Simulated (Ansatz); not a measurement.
Something may be wrong with this Ansatz 0.2.0 calculation of Na.

Contents of input.yaml:

```yaml
crystal:
  lattice:
    - [-4.04590358, 4.04590358, 4.04590358]
    - [4.04590358, -4.04590358, 4.04590358]
    - [4.04590358, 4.04590358, -4.04590358]
  atoms:
    - { symbol: Na, position: [0.0, 0.0, 0.0] }
hamiltonian:
  xc: pbe
  pseudopotentials: { kind: paw }
  dispersion: d3bj
kpoints:
  mp_grid: { grid: [6, 6, 6] }
scf:
  occupations: { method: gaussian, width: 0.1 }
  n_extra_bands: 6
  max_iter: 100
output:
  forces: true
  stress: true
  eigenvalues: true
  dos: { projected: false, de: 0.05, nscf_kmesh: { grid: [9, 9, 9] } }
```

Potentials or basis: Ansatz PAW.

Command:

```console
$ ansatz run input.yaml --threads 1 --pin off --max-ram 2560MiB --backend cpu --events-out ev --progress --plain --runs-dir out
```

Output:

```text
Warning: RAYON_NUM_THREADS=1 ignored (pool sized by the plan → 1); use --threads N
[... 1 line left out ...]
Engine: ansatz 0.2.0, x86_64-unknown-linux-gnu
Pseudopotentials: kind: paw
Pseudopotential: Na, paw, valence charge 9, recommended cutoff 420 eV (normal), Na.paw.azcp
Functional definition: PBE
  parameter kappa = 0.804
  parameter beta = 0.06672455060314922
  exchange = pbe_x(kappa = kappa, mu = beta*pi^2/3)
  correlation = pbe_c(beta = beta)
Crystal: 1 atoms, lattice volume = 264.915 Å³
Basis set: ecut = 420 eV, 5233 PW (Γ), exchange–correlation on 96×96×96 points (8 copies of the dense FFT grid, shifted against one another)
Bands: 11, of which v1, the nominal top of the filled ones, is band 5 counted from 1 (4 counted from 0)
Symmetry: 48 space group operations
Space group: Im-3m (ITA 229), of the structure as read, at distance tolerance 6.4e-5 Å
k-points: 16 of 216
Non-local potential: Na, projectors of the file, l = 0: 3, l = 1: 2, l = 2: 1
PAW form: soft (Blöchl's): semilocal exchange-correlation on the pseudo side does not see the compensation charge
PAW one-centre angular grid: Na, 110 points (default); XC on 64 Gauss nodes
Initial density: superposition of atomic densities (neutral atoms: chi_scale 0, normalization atom), corrected by the library's trained network
Initial wavefunctions: pseudopotential atomic-orbital guess
[... 10 lines left out ...]
NSCF: frozen V_eff on 35 k-points
SCF converged after 6 iterations
Free energy (F): -1485.375802 eV
Harris-Foulkes:  -1485.375802 eV  (|F-HF|=1.26e-7)
Internal energy: -1485.355410 eV  (E = F + TS)
E sigma→0 (E₀):  -1485.365606 eV
Entropy (-TS):   -0.020392 eV (-20.392 meV/atom)
Fermi energy:    -1.981815 eV
--- Per-component energies (eV) ---
  E_band       = -283.434281
  E_kinetic    = 119.129588
  E_local      = -1883.896625  (includes V_loc(G=0)·N_el)
  E_nonlocal   = 114.904220
  E_hartree    = 726.935552
  E_xc         = -36.843968
  E_vxc        = -47.285350  (∫ρ·V_xc dr)
  E_paw        = -263.233751  (= ΣΔE_a)
  E_vpaw       = -40.154935  (= ΣTr[D̂ρ^β])
  E_aug_tail   = -0.000031  (compensation charges beyond the density's cutoff)
  E_ewald      = -262.283647
  E_disp       = -0.066748  (pairwise vdW)
  E_smearing   = -0.020392  (= −TS)
  E_closure    = 0.000000  (closes the sum)
  Σ components = -1485.375802   (vs F -1485.375802, Δ=0.00e0)
--- Forces (eV/Å), atoms counted from 1 ---
  atom   1  Na     0.00000000     0.00000000     0.00000000
  max |Σ_I F_I| component: 9.04e-32 eV/Å
--- Stress (GPa, compression-positive) ---
       -0.296248       0.000000      -0.000000
        0.000000      -0.296248       0.000000
       -0.000000       0.000000      -0.296248
  P = ⅓ Tr σ = -0.2962 GPa (-2.962 kbar)
[... 6 lines left out ...]
```

Task: Diagnose the run.

Result: Self-consistency was reached. The input holds a flaw that was put in on purpose: a lattice typed in bohr. The program doesn't stop on it, so the numbers can't be trusted though the run ends normally.
